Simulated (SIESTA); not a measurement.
# Hg in SIESTA: the effect of functional

Hg, a slab with vacuum:

```xyz
5
Lattice="2.9969 0.0000 0.0000 0.9995 2.8253 0.0000 0.0000 0.0000 25.9420" Properties=species:S:1:pos:R:3 pbc="T T T"
Hg    2.9969    2.1187    7.5000
Hg    1.9973    1.4120   10.2355
Hg    0.9978    0.7054   12.9710
Hg    3.9947    2.8241   15.7065
Hg    2.9952    2.1174   18.4420
```

Alike in all runs:

- Program: SIESTA 5.4.2
- Task: single point
- Basis: DZP (energy shift 0.003 Ry; two zetas on semicore shells)
- Grid cutoff: 800 Ry
- Energy shift: 0.003 Ry
- k mesh: 9 × 9 × 1
- Occupations: fermi-dirac, width 0.05 eV
- Spin: no spin polarisation

```csv
functional,potentials or basis,largest force (eV/Å)
LDA,PseudoDojo 0.4 standard (LDA files),0.29
PBEsol,PseudoDojo 0.4 standard (PBEsol files),0.16
AM05,PseudoDojo 0.4 standard (PBEsol files),0.15
WC,PseudoDojo 0.4 standard (PBEsol files),?
PW91,PseudoDojo 0.4 standard (PBE files),0.13
revPBE,PseudoDojo 0.4 standard (PBE files),0.21
RPBE,PseudoDojo 0.4 standard (PBE files),0.25
BLYP,PseudoDojo 0.4 standard (PBE files),0.42
```

Task: What does the run with functional WC give?

Result: Largest force 0.14 eV/Å.

Caveats: the potentials were made for another functional, which shifts forces and pressure (some runs).

Runs at the PBE level aren't shown here.
